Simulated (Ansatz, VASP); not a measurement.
## Two plane-wave programs on Pt

```
CELL_PARAMETERS angstrom
0.00000 1.95790 2.05579
1.95790 0.00000 2.05579
1.95790 1.95790 0.00000
ATOMIC_POSITIONS crystal
Pt 0.00000 0.00000 0.00000
```

Change from the starting cell: strain +0.000 along x and y, +0.050 along z, atoms carried along.

Alike in both runs: task single point; functional PBEsol; k mesh 20 × 20 × 20; occupations gaussian, width 0.15 eV; no spin polarisation.

```csv
,VASP,Ansatz
version,VASP 6.6.1,Ansatz 0.2.0
potentials or method,"VASP PAW PBE potentials, release 64 (Pt)","scalar-relativistic, plane waves, PAW"
plane-wave cutoff (eV),520,420
valence electrons in the cell,10,18
```

|  | VASP | Ansatz | Ansatz less VASP |
| --- | --- | --- | --- |
| gap on the k mesh at the Fermi level (eV) | none | none | - |
| pressure (GPa) | -11.9 | -11.5 | +0.40 |
| largest component of the traceless stress (GPa) | 3.21 | 3.23 | +0.016 |

A gap of «none» marks a metal or a gap that the smearing closes. The two sets of potentials don't hold the same shells in valence.

Caveats: the PAW data sets were made with another functional, which shifts forces and pressure a little (VASP). Spin-orbit coupling is left out, which matters for the levels of Pt.
